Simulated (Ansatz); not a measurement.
# Calcium, A15 under revPBE: structure and ground-state energy

The plan for calcium in the A15 structure: relax it, then solve it on a dense k-mesh. Spin polarisation is left out. The k-meshes are 4×4×4 for the relaxation; 5×5×5 for the dense run.

Method: DFT revPBE, plane waves (420 eV) with PAW, scalar-relativistic; the PAW data stem from PBE, with regenerated cores, in Ansatz 0.2.0.

## (1) The starting structure

Symmetry: Pm-3n, No. 223, cubic system. The conventional cell has a = 7.041 Å, b = 7.041 Å, c = 7.041 Å, α = 90.00°, β = 90.00°, γ = 90.00°. Ca (site symmetry m-3) is surrounded by 12 Ca at 3.94 Å. Ca (site symmetry -4m2) has 6 Ca at 3.52 to 3.94 Å as nearest neighbours.

Structure file:

```
Ca
1.0
     7.04094    0.00000    0.00000
     0.00000    7.04094    0.00000
     0.00000    0.00000    7.04094
Ca
8
Cartesian
  0.0000 0.0000 0.0000
  3.5205 3.5205 3.5205
  1.7602 0.0000 3.5205
  5.2807 0.0000 3.5205
  3.5205 1.7602 0.0000
  3.5205 5.2807 0.0000
  0.0000 3.5205 1.7602
  0.0000 3.5205 5.2807
```

## (2) Relaxation of the cell

Input file input.yaml:

```yaml
crystal:
  lattice:
    - [7.0409427952, 0.0, 0.0]
    - [0.0, 7.0409427952, 0.0]
    - [0.0, 0.0, 7.0409427952]
  atoms:
    - { symbol: Ca, position: [0.0, 0.0, 0.0] }
    - { symbol: Ca, position: [0.5, 0.5, 0.5] }
    - { symbol: Ca, position: [0.25, 0.0, 0.5] }
    - { symbol: Ca, position: [0.75, 0.0, 0.5] }
    - { symbol: Ca, position: [0.5, 0.25, 0.0] }
    - { symbol: Ca, position: [0.5, 0.75, 0.0] }
    - { symbol: Ca, position: [0.0, 0.5, 0.25] }
    - { symbol: Ca, position: [0.0, 0.5, 0.75] }
hamiltonian:
  xc: revpbe
  pseudopotentials:
    kind: paw
    azcp:
      Ca: "pseudopotentials/Ca.paw.azcp"
basis:
  ecutwfc: 420
  fft_grid_basis: typed
kpoints:
  mp_grid: { grid: [4, 4, 4], shift: [0, 0, 0] }
magnetization:
  spin_polarized: false
scf:
  occupations: { method: fermi_dirac, width: 0.1 }
relax:
  max_steps: 60
  f_tol: 0.01
  cell: {}
output:
  write_density: true
  write_potential: true
  elf: true
  volumetric_format: npy
```

Command:

```sh
> ansatz run input.yaml --threads 4 --pin off --max-ram 8192MiB --backend cpu --events-out ev --progress --plain --runs-dir out
```

The runs that follow: Dense single point.

**Question.** What will these runs give? Wanted: space group; conventional cell; volume; shortest distance; gap on the mesh; relative to fcc.

As calculated:

| quantity | value |
| --- | --- |
| space group (spins left aside) | Pm-3n (No. 223) |
| conventional cell | a = 7.079 Å |
| volume | 44.350 Å³/atom |
| shortest distance | 3.540 Å |
| gap on the mesh | none (levels filled in part) |
| relative to fcc | +42 meV/atom |

What this shows: The relaxation enlarged the cell by 1.6 % in volume. Against the reference form of calcium (fcc, computed apart with the same settings) it stands 42 meV/atom higher. No gap shows: it is a metal or semimetal at this level. Relaxation kept the symmetry; phonons were not checked.
